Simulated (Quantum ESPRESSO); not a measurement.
## Fe in Quantum ESPRESSO: the effect of functional

Crystal: Fe.

```
CELL_PARAMETERS angstrom
-1.44300 1.44300 1.44300
1.44300 -1.44300 1.44300
1.44300 1.44300 -1.44300
ATOMIC_POSITIONS crystal
Fe 0.00000 0.00000 0.00000
```

Alike in all runs:

```yaml
Program: Quantum ESPRESSO 7.5
Task: phonons
Cutoff: 762 eV
Density_cutoff: 6095 eV
k_mesh: 9 × 9 × 9
Occupations: cold, width 0.2 eV
Spin: collinear spin, ferromagnetic start
Starting_moments: "[3.0] μB"
```

Each run relaxes the cell or the atoms first.

| functional | potentials or basis | relaxed volume (Å³/atom) | moment (μB) | highest phonon frequency (cm⁻¹) |
| --- | --- | --- | --- | --- |
| LDA | GBRV 1.5 LDA | 10.44 | 2.07 | 301 |
| PBE | GBRV 1.5 PBE | ? | ? | ? |
| PBEsol | GBRV 1.5 PBEsol | 10.76 | 2.07 | -222 |
| BLYP | GBRV 1.5 PBE | 12.15 | 2.45 | 364 |
| AM05 | GBRV 1.5 PBE | 10.69 | 2.07 | -438 |
| revPBE | GBRV 1.5 PBE | 11.74 | 2.33 | 295 |

Question: What does the run with functional PBE give?

Answer: Relaxed volume 11.30 Å³/atom; moment 2.14 μB; highest phonon frequency -179 cm⁻¹.

Caveats: the mesh is thin for the phonons of a metal; the q point doesn't lie on the k mesh, which can shift a metal's frequencies strongly unless the mesh is converged; some modes are imaginary (some runs); the potentials were made for another functional, which shifts forces and pressure (some runs).
